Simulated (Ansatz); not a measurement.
# ZnO (zincite) (P6_3mc) in Ansatz: further runs

Aim: see how the results for ZnO (zincite) move with the level of theory and the settings. Levels: LDA, PBE. Tasks: band structure, Born charges and dielectric tensor.

Program: Ansatz 0.2.0. These are calculated values, not measurements. Logs are shortened: lines on timing, memory, paths and dates and some standing lists are left out, and cuts for length are marked.

**The experiment to reproduce.**

“Electronic structure of alkaline earth and post-transition metal oxides”, 2009, arxiv:0908.1581 quotes, for a bulk crystal of ZnO: band gap 3.37 eV.

The runs below are set against these values where they give the same quantity.

**1. The structure**

Symmetry: P6_3mc, No. 186, hexagonal system. Conventional cell: a = 3.249 Å, b = 3.249 Å, c = 5.206 Å, α = 90.00°, β = 90.00°, γ = 120.00°. Around Zn (site symmetry 3m) lie 4 O at 1.97 to 1.98 Å. O (site symmetry 3m) has 4 Zn at 1.97 to 1.98 Å as nearest neighbours.

**2. Band structure, LDA**

File input.yaml:

```yaml
crystal:
  lattice:
    - [3.249308, 0.0, 0.0]
    - [-1.624654, 2.8139832727, 0.0]
    - [0.0, 0.0, 5.205709]
  atoms:
    - { symbol: Zn, position: [0.6666666667, 0.3333333333, 0.0] }
    - { symbol: Zn, position: [0.3333333333, 0.6666666667, 0.5] }
    - { symbol: O, position: [0.3333333333, 0.6666666667, 0.87901] }
    - { symbol: O, position: [0.6666666667, 0.3333333333, 0.37901] }
hamiltonian:
  xc: lda
  pseudopotentials: { kind: paw }
kpoints:
  mp_grid: { grid: [9, 9, 5] }
  band_path:
    path:
      - [[0.0, 0.0, 0.0], [0.5, 0.0, 0.0], [0.3333333333, 0.3333333333, 0.0], [0.0, 0.0, 0.0], [0.0, 0.0, 0.5], [0.5, 0.0, 0.5], [0.3333333333, 0.3333333333, 0.5], [0.0, 0.0, 0.5]]
      - [[0.5, 0.0, 0.5], [0.5, 0.0, 0.0]]
      - [[0.3333333333, 0.3333333333, 0.0], [0.3333333333, 0.3333333333, 0.5]]
    npoints: 14
scf:
  occupations: { method: fermi_dirac, width: 0.05 }
  n_extra_bands: 10
output:
  forces: true
  stress: true
  eigenvalues: true
  fatbands: true
  write_density: true
  write_potential: true
  elf: true
  volumetric_format: npy
```

Potentials or basis: Ansatz PAW.

Launch:

```console
$ ansatz run input.yaml --threads 2 --pin off --max-ram 5120MiB --backend cpu --events-out ev --progress --plain --runs-dir out
```

The program printed:

```text
Warning: RAYON_NUM_THREADS=2 ignored (pool sized by the plan → 2); use --threads N
scf.n_extra_bands = 10 over 18 filled bands (N_el = 36.0): the run solves 28 bands
Engine: ansatz 0.2.0, aarch64-unknown-linux-gnu
Pseudopotentials: kind: paw
Pseudopotential: Zn, paw, valence charge 12, recommended cutoff 420 eV (normal), Zn.paw.azcp
Pseudopotential: O, paw, valence charge 6, recommended cutoff 420 eV (normal), O.paw.azcp
Functional definition: SPW92
  exchange = slater_x
  correlation = pw_c
Crystal: 4 atoms, lattice volume = 47.598 Å³
Basis set: ecut = 420 eV, 941 PW (Γ)
Bands: 28, of which v1, the nominal top of the filled ones, is band 18 counted from 1 (17 counted from 0)
Symmetry: 12 space group operations
Space group: P63mc (ITA 186), of the structure as read, at distance tolerance 3.6e-5 Å
k-points: 36 of 405 (time reversal used)
Non-local potential: Zn, projectors of the file, l = 0: 2, l = 1: 2, l = 2: 3, l = 3: 1
Non-local potential: O, projectors of the file, l = 0: 2, l = 1: 2, l = 2: 1
PAW form: soft (Blöchl's): semilocal exchange-correlation on the pseudo side does not see the compensation charge
PAW frozen core: Zn, regenerated for the run's functional, and the local potential with it (the file was generated under x = pbe(κ = 0.804, μ = 0.2195149727645171), c = pbe(β = 0.06672455060314922))
PAW frozen core: O, regenerated for the run's functional, and the local potential with it (the file was generated under x = pbe(κ = 0.804, μ = 0.2195149727645171), c = pbe(β = 0.06672455060314922))
PAW one-centre angular grid: Zn, 590 points (default); XC on 64 Gauss nodes
PAW one-centre angular grid: O, 110 points (default); XC on 64 Gauss nodes
Initial density: superposition of atomic densities (neutral atoms: chi_scale 0, normalization atom), corrected by the library's trained network
Initial wavefunctions: pseudopotential atomic-orbital guess
Functional: x = slater, c = lda
SCF iter   1: F=—  HF=-7603.923348 eV  |F-HF|=—  |Δ(HF+E_count)|=         —  Δρ=1.87e-2  dr2=1.43e-1  ethr=1.77e-3  ⟨swp⟩=6.2  Hψ=4780  notcnv=0  defer=5
preconditioner: auto → Resta (q_TF=auto, 2.604 Å⁻¹)  ε∞=4.8  [insulator: Δε(μ)=0.553 eV  Ē_g=16.462 eV  σ=0.050 eV  W_gap=0.99  n_scr=22 (ndim 8)  ℏωp=32.3 eV  f_vac=0.035  D(μ)=0.00/eV (n_scr^D=0)  ε∞_Penn≈4.8]
SCF iter   2: F=—  HF=-7603.886830 eV  |F-HF|=—  |Δ(HF+E_count)|=   3.65e-2  Δρ=4.21e-3  dr2=2.65e-3  ethr=3.96e-4  ⟨swp⟩=3.0  Hψ=2215  notcnv=0  defer=90
SCF iter   3: F=—  HF=-7603.886010 eV  |F-HF|=—  |Δ(HF+E_count)|=   8.20e-4  Δρ=1.99e-3  dr2=1.04e-3  ethr=7.37e-6  ⟨swp⟩=2.6  Hψ=1520  notcnv=0  defer=90
SCF iter   4: F=—  HF=-7603.885692 eV  |F-HF|=—  |Δ(HF+E_count)|=   3.18e-4  Δρ=6.95e-4  dr2=1.35e-4  ethr=2.88e-6  ⟨swp⟩=1.0  Hψ=918  notcnv=0  defer=90
SCF iter   5: F=—  HF=-7603.885652 eV  |F-HF|=—  |Δ(HF+E_count)|=   4.01e-5  Δρ=1.20e-4  dr2=6.52e-6  ethr=3.74e-7  ⟨swp⟩=2.0  Hψ=1534  notcnv=0  defer=90
SCF iter   6: F=—  HF=-7603.885648 eV  |F-HF|=—  |Δ(HF+E_count)|=   4.45e-6  Δρ=3.09e-5  dr2=2.45e-7  ethr=1.81e-8  ⟨swp⟩=2.0  Hψ=1494  notcnv=0  defer=90
SCF iter   7: F=-7603.885648 eV  HF=-7603.885648 eV  |F-HF|=1.54e-8  |Δ(HF+E_count)|=   1.59e-8  Δρ=8.41e-6  dr2=3.14e-8  ethr=2.78e-10  ⟨swp⟩=12.0  Hψ=6794  notcnv=0
SCF 1 converged in 7 iterations: F = -7603.885648 eV  dr2 = 3.14e-8
NSCF: frozen V_eff on 129 k-points
SCF converged after 7 iterations
Free energy (F): -7603.885648 eV
Harris-Foulkes:  -7603.885648 eV  (|F-HF|=1.54e-8)
Internal energy: -7603.885641 eV  (E = F + TS)
E sigma→0 (E₀):  -7603.885645 eV
Entropy (-TS):   -0.000006 eV (-0.002 meV/atom)
Fermi energy:    7.174808 eV
--- Per-component energies (eV) ---
  E_band       = 48.682708
  E_kinetic    = 609.297535
  E_local      = -4008.074370  (includes V_loc(G=0)·N_el)
  E_nonlocal   = 1343.913920
  E_hartree    = 1638.582536
  E_xc         = -413.440498
  E_vxc        = -290.330915  (∫ρ·V_xc dr)
  E_paw        = -3814.882494  (= ΣΔE_a)
  E_vpaw       = -883.301719  (= ΣTr[D̂ρ^β])
  E_aug_tail   = 0.004350  (compensation charges beyond the density's cutoff)
  E_ewald      = -2962.594745
  E_core_change = 3.308126  (= ΣΔE_core)
  E_smearing   = -0.000006  (= −TS)
  E_closure    = 0.000000  (closes the sum)
  Σ components = -7603.885648   (vs F -7603.885648, Δ=0.00e0)
--- Forces (eV/Å), atoms counted from 1 ---
  atom   1  Zn     0.00000000     0.00000000    -0.05162077
  atom   2  Zn     0.00000000    -0.00000000    -0.05162077
  atom   3  O     -0.00000000     0.00000000     0.05157921
  atom   4  O      0.00000000    -0.00000000     0.05157921
  max |Σ_I F_I| component: 8.31e-5 eV/Å
--- Stress (GPa, compression-positive) ---
       -7.649950       0.000000       0.000000
        0.000000      -7.649950      -0.000000
       -0.000000      -0.000000      -5.912547
  P = ⅓ Tr σ = -7.0708 GPa (-70.708 kbar)
--- Band table (eV; the first three rows and the last of 36) ---
  k-point 0: bands = ["-11.0327", "-10.2547", "1.0054", "1.0054", "1.0432", "1.0856", "1.2006", "1.2006", "2.1612", "2.1612", "2.3782", "2.3782", "2.6577", "5.9484", "5.9484", "6.6947", "6.7674", "6.7674", "7.5027", "11.8507", "14.8875", "19.4318", "19.4318", "20.6731", "20.7002", "20.7002", "23.0555", "24.7591"]
  k-point 1: bands = ["-10.9625", "-10.3333", "0.9237", "0.9701", "1.0149", "1.0149", "1.1719", "1.1719", "2.1897", "2.1897", "2.3663", "2.3663", "3.1041", "5.9659", "6.0280", "6.0280", "6.6904", "6.6904", "8.3509", "11.5352", "15.1728", "19.4170", "19.4414", "19.4414", "20.4288", "20.4288", "23.5087", "25.1742"]
  k-point 2: bands = ["-10.7747", "-10.5345", "0.7791", "0.8284", "1.0488", "1.0488", "1.1082", "1.1082", "2.2570", "2.2570", "2.3251", "2.3251", "4.0123", "5.0006", "6.2356", "6.2356", "6.4888", "6.4888", "9.5617", "10.6993", "16.0393", "17.5098", "19.5687", "19.5687", "19.9271", "19.9271", "24.2621", "25.2285"]
  k-point 35: bands = ["-10.1194", "-10.1194", "0.9955", "0.9955", "1.1189", "1.3227", "1.7646", "1.7646", "2.1510", "2.1888", "2.6745", "2.6745", "3.0267", "3.0267", "3.7367", "4.3454", "5.4662", "5.4662", "14.5497", "14.5828", "14.5828", "14.6788", "15.6347", "15.6347", "21.3458", "22.3391", "22.3391", "23.3516"]
```

Wall time 11 s (2 threads of Arm Neoverse V1, shared host); peak memory 0.35 GiB.

What came out:

```
Free energy             : -7603.8856 eV
Pressure                : -7.1 GPa
Largest force           : 0.052 eV/Å
Band gap on the k mesh  : 0.74 eV, direct
Band gap along the path : 0.74 eV, direct
```

Forces on the atoms (eV/Å):
```
Zn   0.000  0.000 -0.052
Zn   0.000  0.000 -0.052
O    0.000  0.000  0.052
O    0.000  0.000  0.052
```

Levels at the corners of the path, in eV from the valence-band top:
```csv
point,band 14,band 15,band 16,band 17,band 18,band 19,band 20,band 21,band 22,band 23
Γ,-0.82,-0.82,-0.07,0.00,0.00,0.74,5.08,8.12,12.66,12.66
M,-3.58,-2.87,-2.30,-1.30,-0.83,5.67,6.72,7.48,8.33,10.49
K,-3.56,-3.56,-1.94,-1.94,-1.73,7.53,7.56,7.56,7.99,10.66
Γ,-0.82,-0.82,-0.07,0.00,0.00,0.74,5.08,8.12,12.66,12.66
A,-2.26,-0.41,-0.41,-0.41,-0.41,3.39,3.39,9.93,9.93,12.95
L,-3.82,-1.52,-1.52,-1.37,-1.37,5.59,5.59,8.28,8.28,11.14
H,-3.76,-2.72,-2.72,-1.24,-1.24,7.86,7.86,7.89,7.89,8.67
A,-2.26,-0.41,-0.41,-0.41,-0.41,3.39,3.39,9.93,9.93,12.95
L,-3.82,-1.52,-1.52,-1.37,-1.37,5.59,5.59,8.28,8.28,11.14
M,-3.58,-2.87,-2.30,-1.30,-0.83,5.67,6.72,7.48,8.33,10.49
K,-3.56,-3.56,-1.94,-1.94,-1.73,7.53,7.56,7.56,7.99,10.66
H,-3.76,-2.72,-2.72,-1.24,-1.24,7.86,7.86,7.89,7.89,8.67
```

Caveat: the pressure holds a Pulay correction of +0.9 GPa for the finite cutoff; the PAW data sets come from PBE, with cores solved anew for the run's functional, which leaves a small shift of forces and pressure.

**3. Born charges and dielectric tensor, PBE**

File input.yaml:

```yaml
crystal:
  lattice:
    - [3.249308, 0.0, 0.0]
    - [-1.624654, 2.8139832727, 0.0]
    - [0.0, 0.0, 5.205709]
  atoms:
    - { symbol: Zn, position: [0.6666666667, 0.3333333333, 0.0] }
    - { symbol: Zn, position: [0.3333333333, 0.6666666667, 0.5] }
    - { symbol: O, position: [0.3333333333, 0.6666666667, 0.87901] }
    - { symbol: O, position: [0.6666666667, 0.3333333333, 0.37901] }
hamiltonian:
  xc: pbe
  pseudopotentials: { kind: paw }
kpoints:
  mp_grid: { grid: [9, 9, 5] }
scf:
  occupations: { method: fixed }
output:
  eigenvalues: true
dielectric:
  method: response
```

Potentials or basis: Ansatz PAW.

Launch:

```console
$ ansatz run input.yaml --threads 2 --pin off --max-ram 5120MiB --backend cpu --events-out ev --progress --plain --runs-dir out
```

The program printed:

```text
Warning: RAYON_NUM_THREADS=2 ignored (pool sized by the plan → 2); use --threads N
Engine: ansatz 0.2.0, aarch64-unknown-linux-gnu
Pseudopotentials: kind: paw
Pseudopotential: Zn, paw, valence charge 12, recommended cutoff 420 eV (normal), Zn.paw.azcp
Pseudopotential: O, paw, valence charge 6, recommended cutoff 420 eV (normal), O.paw.azcp
Functional definition: PBE
  parameter kappa = 0.804
  parameter beta = 0.06672455060314922
  exchange = pbe_x(kappa = kappa, mu = beta*pi^2/3)
  correlation = pbe_c(beta = beta)
Crystal: 4 atoms, lattice volume = 47.598 Å³
Basis set: ecut = 420 eV, 941 PW (Γ), exchange–correlation on 48×48×72 points (8 copies of the dense FFT grid, shifted against one another)
Bands: 22, of which v1, the nominal top of the filled ones, is band 18 counted from 1 (17 counted from 0)
Symmetry: 12 space group operations
k-points: 115 of 405 (irreducible under 2 space group operations, time reversal used)
Non-local potential: Zn, projectors of the file, l = 0: 2, l = 1: 2, l = 2: 3, l = 3: 1
Non-local potential: O, projectors of the file, l = 0: 2, l = 1: 2, l = 2: 1
PAW form: soft (Blöchl's): semilocal exchange-correlation on the pseudo side does not see the compensation charge
PAW one-centre angular grid: Zn, 590 points (default); XC on 64 Gauss nodes
PAW one-centre angular grid: O, 110 points (default); XC on 64 Gauss nodes
Initial density: superposition of atomic densities (neutral atoms: chi_scale 0, normalization atom), corrected by the library's trained network
Initial wavefunctions: pseudopotential atomic-orbital guess
Functional: x = pbe(κ = 0.804, μ = 0.2195149727645171), c = pbe(β = 0.06672455060314922)
SCF iter   1: F=—  HF=-7773.665060 eV  |F-HF|=—  |Δ(HF+E_count)|=         —  Δρ=6.60e-4  dr2=6.21e-5  ethr=1.77e-3  ⟨swp⟩=5.3  Hψ=10174  notcnv=0  defer=226
preconditioner: auto → Resta (q_TF=auto, 2.604 Å⁻¹)  ε∞=7.5  [insulator: Δε(μ)=0.806 eV  Ē_g=12.691 eV  n_scr=22 (ndim 8)  ℏωp=32.3 eV  f_vac=0.035  ε∞_Penn≈7.5]
SCF iter   2: F=—  HF=-7773.666243 eV  |F-HF|=—  |Δ(HF+E_count)|=   1.18e-3  Δρ=4.11e-4  dr2=2.73e-5  ethr=1.73e-7  ⟨swp⟩=2.9  Hψ=6738  notcnv=0  defer=229
SCF iter   3: F=—  HF=-7773.666322 eV  |F-HF|=—  |Δ(HF+E_count)|=   7.91e-5  Δρ=2.34e-4  dr2=1.14e-5  ethr=7.59e-8  ⟨swp⟩=2.0  Hψ=4379  notcnv=0  defer=48
SCF iter   4: F=—  HF=-7773.666360 eV  |F-HF|=—  |Δ(HF+E_count)|=   3.77e-5  Δρ=9.44e-5  dr2=2.07e-6  ethr=3.17e-8  ⟨swp⟩=2.0  Hψ=4326  notcnv=0  defer=6
SCF iter   5: F=—  HF=-7773.666367 eV  |F-HF|=—  |Δ(HF+E_count)|=   7.10e-6  Δρ=2.51e-5  dr2=1.87e-7  ethr=5.76e-9  ⟨swp⟩=2.0  Hψ=4410  notcnv=0  defer=1
SCF iter   6: F=—  HF=-7773.666367 eV  |F-HF|=—  |Δ(HF+E_count)|=   4.07e-7  Δρ=1.31e-5  dr2=6.01e-8  ethr=5.19e-10  ⟨swp⟩=2.0  Hψ=4424  notcnv=0  defer=2
SCF iter   7: F=—  HF=-7773.666367 eV  |F-HF|=—  |Δ(HF+E_count)|=   8.06e-8  Δρ=3.17e-6  dr2=3.43e-9  ethr=1.67e-10  ⟨swp⟩=2.0  Hψ=4519  notcnv=0  defer=2
SCF iter   8: F=—  HF=-7773.666367 eV  |F-HF|=—  |Δ(HF+E_count)|=   5.10e-9  Δρ=8.08e-7  dr2=2.92e-10  ethr=9.53e-12  ⟨swp⟩=2.0  Hψ=4355  notcnv=0  defer=2
SCF iter   9: F=-7773.666367 eV  HF=-7773.666367 eV  |F-HF|=8.19e-12  |Δ(HF+E_count)|=  3.31e-10  Δρ=1.37e-7  dr2=9.22e-12  ethr=1.00e-12  ⟨swp⟩=3.7  Hψ=7116  notcnv=0
SCF 1 converged in 9 iterations: F = -7773.666367 eV  dr2 = 9.22e-12
NSCF: frozen V_eff on 6 k-points
DFPT response loops at Γ: preconditioner auto → Resta (q_TF=auto, 2.604 Å⁻¹)  ε∞=8.6 (no band partly filled); β = 1.00, the filter's whole step (`scf.mixing.beta` (0.50) is not read by the response loops at its default; to damp them type it under 1.00, their step now; it binds the ground state too); Broyden in place of MSR1
── the response to a field inside a basis, on 14×14×8 k-points: an SCF that follows is theirs, and a resumed run solves both again ──
Bands: 19, of which v1, the nominal top of the filled ones, is band 18 counted from 1 (17 counted from 0)
k-points: 224
Initial density: handed on by an earlier stage of this run
Initial wavefunctions: pseudopotential atomic-orbital guess (no wavefunctions were taken with the density)
Eigensolver: Dense (224 Hₖ)
SCF iter   1: F=—  HF=-7773.669147 eV  |F-HF|=—  |Δ(HF+E_count)|=         —  Δρ=6.26e-4  dr2=3.73e-5  ethr=1.00e-1
preconditioner: auto → Resta (q_TF=auto, 2.604 Å⁻¹)  ε∞=10.9  [insulator: Δε(μ)=0.898 eV  Ē_g=10.277 eV  n_scr=22 (ndim 8)  ℏωp=32.3 eV  f_vac=0.035  ε∞_Penn≈10.9]
SCF iter   2: F=—  HF=-7773.669156 eV  |F-HF|=—  |Δ(HF+E_count)|=   9.20e-6  Δρ=4.30e-4  dr2=3.57e-5  ethr=1.04e-7
SCF iter   3: F=—  HF=-7773.669158 eV  |F-HF|=—  |Δ(HF+E_count)|=   1.94e-6  Δρ=1.19e-4  dr2=1.36e-6  ethr=9.91e-8
SCF iter   4: F=—  HF=-7773.669155 eV  |F-HF|=—  |Δ(HF+E_count)|=   2.61e-6  Δρ=2.39e-5  dr2=1.66e-7  ethr=3.79e-9
SCF iter   5: F=-7773.669155 eV  HF=-7773.669155 eV  |F-HF|=3.90e-8  |Δ(HF+E_count)|=   8.98e-8  Δρ=1.02e-5  dr2=1.62e-8  ethr=4.61e-10
SCF 1 converged in 5 iterations: F = -7773.669155 eV  dr2 = 1.62e-8
DFPT response loops at Γ: preconditioner auto → Resta (q_TF=auto, 2.604 Å⁻¹)  ε∞=8.2 (no band partly filled); β = 1.00, the filter's whole step (`scf.mixing.beta` (0.50) is not read by the response loops at its default; to damp them type it under 1.00, their step now; it binds the ground state too); Broyden in place of MSR1
SCF converged after 9 iterations
Free energy (F): -7773.666367 eV
Harris-Foulkes:  -7773.666367 eV  (|F-HF|=8.19e-12)
Internal energy: -7773.666367 eV  (E = F + TS)
E sigma→0 (E₀):  -7773.666367 eV
Fermi energy:    7.221824 eV
--- Per-component energies (eV) ---
  E_band       = 65.620981
  E_kinetic    = 611.973352
  E_local      = -4003.443670  (includes V_loc(G=0)·N_el)
  E_nonlocal   = 1335.426942
  E_hartree    = 1645.548603
  E_xc         = -420.049104
  E_vxc        = -289.987270  (∫ρ·V_xc dr)
  E_paw        = -3980.531989  (= ΣΔE_a)
  E_vpaw       = -879.449844  (= ΣTr[D̂ρ^β])
  E_aug_tail   = 0.004244  (compensation charges beyond the density's cutoff)
  E_ewald      = -2962.594745
  E_smearing   = -0.000000  (= −TS)
  E_closure    = -0.000000  (closes the sum)
  Σ components = -7773.666367   (vs F -7773.666367, Δ=0.00e0)
--- Band table (eV; the first three rows and the last of 115) ---
  k-point 0: bands = ["-10.8512", "-10.1175", "1.5265", "1.5265", "1.5656", "1.6116", "1.7238", "1.7238", "2.6963", "2.6963", "2.9099", "2.9099", "3.1770", "6.4116", "6.4116", "7.1493", "7.2218", "7.2218", "8.0263", "12.4528", "15.4877", "20.0994"]
  k-point 1: bands = ["-10.7846", "-10.1912", "1.4522", "1.4934", "1.5364", "1.5364", "1.6950", "1.6950", "2.7242", "2.7242", "2.8981", "2.8981", "3.6143", "6.4385", "6.4905", "6.4905", "7.1459", "7.1459", "8.8640", "12.1201", "15.7888", "20.0909"]
  k-point 2: bands = ["-10.6070", "-10.3804", "1.3077", "1.3542", "1.5711", "1.5711", "1.6311", "1.6311", "2.7904", "2.7904", "2.8574", "2.8574", "4.5069", "5.4821", "6.6960", "6.6960", "6.9465", "6.9465", "10.0894", "11.2529", "16.6823", "18.1723"]
  k-point 114: bands = ["-10.1459", "-10.0442", "1.2565", "1.2959", "1.8050", "1.8166", "2.0096", "2.0584", "2.7878", "2.8479", "2.9394", "3.0094", "3.9041", "4.1562", "5.0967", "5.4101", "5.7342", "6.1768", "12.8973", "13.6784", "16.0852", "16.1519"]
--- Dielectric response (ions clamped): 3 representative field directions + reference, inside a basis on a mesh of 1568 k-points (Σ response iterations 21) ---
  ε∞ (high-frequency dielectric tensor):
        5.084411     0.000000     0.000000
       -0.000000     5.084411     0.000000
        0.000000     0.000000     5.132596
  Born effective charges Z* (e; rows j = field, columns β = displacement):
    site 0:
         2.11706   -0.00000    0.00000
        -0.00000    2.11706    0.00000
         0.00000    0.00000    2.16658
    site 1:
         2.11706   -0.00000    0.00000
        -0.00000    2.11706    0.00000
         0.00000    0.00000    2.16658
    site 2:
        -2.11706   -0.00000   -0.00000
         0.00000   -2.11706   -0.00000
        -0.00000   -0.00000   -2.16658
    site 3:
        -2.11706    0.00000   -0.00000
         0.00000   -2.11706   -0.00000
        -0.00000   -0.00000   -2.16658
  Z* charge neutrality: 2.389e-3 e pre-enforcement
  solved inside a basis spanned on kpoints, on 14×14×8 k-points transformed towards the longest dipole: ε∞ is read to err by 1.7e-2, Z* by 1.4e-2 e (field_mesh: kpoints solves on kpoints); Z* is corrected for what the basis lacks
```

Wall time 94 s (2 threads of Arm Neoverse V1, shared host); peak memory 1.2 GiB.

What came out:

* Free energy: -7773.6664 eV
* Band gap on the k mesh: 0.80 eV, direct
* Electronic dielectric tensor (diagonal): 5.08, 5.08, 5.13
* Born charges (mean of the diagonal): Zn +2.13; O -2.13 e

Electronic dielectric tensor:
```
5.08 0.00 0.00
0.00 5.08 0.00
0.00 0.00 5.13
```

Born effective charge tensors (e):
atom 1, Zn
```
2.12 0.00 0.00
0.00 2.12 0.00
0.00 0.00 2.17
```
atom 2, Zn
```
2.12 0.00 0.00
0.00 2.12 0.00
0.00 0.00 2.17
```
atom 3, O
```
-2.12  0.00  0.00
 0.00 -2.12  0.00
 0.00  0.00 -2.17
```
atom 4, O
```
-2.12  0.00  0.00
 0.00 -2.12  0.00
 0.00  0.00 -2.17
```

Caveat: odd divisions of the mesh miss points on the zone boundary, where band edges often lie, so the gap on the mesh can be too wide.

**4. How close it comes**

Step 2. A measured gap of ZnO is 3.37 eV (quoted in “Electronic structure of alkaline earth and post-transition metal oxides”, 2009, arxiv:0908.1581); the calculated 0.74 eV misses it by -2.63 eV. So large a miss can be the level of theory's own, or it may mean another phase, state or a wrong row. The value is that of LDA, without temperature or zero-point motion. Semilocal functionals fall short of measured gaps as a rule.

Step 3. A measured gap of ZnO is 3.37 eV (quoted in “Electronic structure of alkaline earth and post-transition metal oxides”, 2009, arxiv:0908.1581); the calculated 0.80 eV misses it by -2.57 eV. So large a miss can be the level of theory's own, or it may mean another phase, state or a wrong row. The value is that of PBE, without temperature or zero-point motion. Semilocal functionals fall short of measured gaps as a rule.
